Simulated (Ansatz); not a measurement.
A run of Ansatz 0.2.0 is set up as follows.

The input input.yaml:

```yaml
crystal:
  lattice:
    - [1.2511217832, 0.7223354983, 3.3729344033]
    - [-1.2511217832, 0.7223354983, 3.3729344033]
    - [0.0, -1.4446709966, 3.3729344033]
  atoms:
    - { symbol: "N", position: [0.6672382, 0.6672382, 0.6672382] }
    - { symbol: B, position: [0.0003288, 0.0003288, 0.0003288] }
hamiltonian:
  xc: pbe
  pseudopotentials: { kind: paw }
kpoints:
  mp_grid: { grid: [12, 12, 12] }
  band_path:
    path:
      - [[0.0, 0.0, 0.0], [0.5, 0.0, 0.0], [0.5, 0.1972419765, -0.1972419765]]
      - [[0.8027580235, 0.5, 0.1972419765], [0.5, 0.5, 0.5], [0.0, 0.0, 0.0], [0.3486209883, 0.0, -0.3486209883]]
      - [[0.6513790117, 0.3486209883, 0.0], [0.5, 0.5, 0.0], [0.6513790117, 0.6513790117, 0.1972419765], [0.5, 0.5, 0.5]]
      - [[0.5, 0.0, 0.0], [0.8027580235, 0.3486209883, 0.3486209883]]
    npoints: 14
scf:
  occupations: { method: fermi_dirac, width: 0.05 }
  n_extra_bands: 6
output:
  forces: true
  stress: true
  eigenvalues: true
  fatbands: false
  write_density: true
  write_potential: true
  elf: true
  volumetric_format: npy
```

Potentials or basis: Ansatz PAW.

Command:

```console
$ ansatz run input.yaml --threads 2 --pin off --max-ram 5632MiB --backend cpu --events-out ev --progress --plain --runs-dir out
```

Task: Predict the band gap on the k mesh.

Result: 4.29 eV, indirect (least direct gap 4.70 eV).

Task: Predict the band gap along the path.

Result: 4.24 eV, indirect (least direct gap 4.70 eV).

Task: Predict the pressure.

Result: 3.6 GPa.

Levels at the corners of the path, in eV from the valence-band top:
```tsv
point	band 1	band 2	band 3	band 4	band 5	band 6	band 7	band 8
Γ	-17.82	-4.23	-1.33	-1.33	5.13	11.66	11.66	13.08
L	-14.63	-8.97	-4.12	-0.65	5.25	9.88	13.04	14.98
B1	-14.09	-7.98	-6.92	-0.41	4.78	12.40	14.09	15.97
B	-14.09	-7.98	-6.92	-0.41	4.78	12.40	14.09	15.97
Z	-17.56	-6.18	-1.35	-1.35	10.07	11.59	11.59	12.18
Γ	-17.82	-4.23	-1.33	-1.33	5.13	11.66	11.66	13.08
X	-14.03	-7.96	-7.10	-0.15	4.61	12.33	13.85	16.40
Q	-14.03	-7.96	-7.10	-0.15	4.61	12.33	13.85	16.40
F	-14.56	-8.85	-4.18	-1.22	4.24	9.88	14.21	17.50
P1	-14.68	-8.70	-4.12	-1.53	4.96	9.94	14.29	16.56
Z	-17.56	-6.18	-1.35	-1.35	10.07	11.59	11.59	12.18
L	-14.63	-8.97	-4.12	-0.65	5.25	9.88	13.04	14.98
P	-14.68	-8.70	-4.12	-1.53	4.96	9.94	14.29	16.56
```

Caveat: the pressure holds a Pulay correction of +0.6 GPa for the finite cutoff. PBE gaps usually lie below the measured ones, often by a third to a half.
